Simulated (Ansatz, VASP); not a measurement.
Two plane-wave programs on C

```
CELL_PARAMETERS angstrom
2.46607 0.00000 0.00000
-1.23303 2.13568 0.00000
0.00000 0.00000 28.00000
ATOMIC_POSITIONS crystal
C 0.33333 0.66667 0.50000
C 0.66667 0.33333 0.50000
```

The cell was built by a generator and needn't be a form met in nature.

Alike in both runs: functional PBE; dispersion D3(BJ); k mesh 9 × 9 × 1; occupations gaussian, width 0.1 eV; no spin polarisation.

Ansatz relaxed the structure, and its values are those at the end. VASP's run is a single point on that final structure, the one shown.

|  | VASP | Ansatz |
| --- | --- | --- |
| version | VASP 6.6.1 | Ansatz 0.2.0 |
| potentials or method | VASP PAW PBE potentials, release 64 (C) | scalar-relativistic, plane waves, PAW |
| plane-wave cutoff (eV) | 520 | 420 |
| valence electrons in the cell | 8 | 8 |

|  | VASP | Ansatz | Ansatz less VASP |
| --- | --- | --- | --- |
| gap on the k mesh at the Fermi level (eV) | none | none | - |
| work function, face that differs most (eV) | 4.23 | 4.24 | +0.015 |

A gap of «none» marks a metal or a gap that the smearing closes.
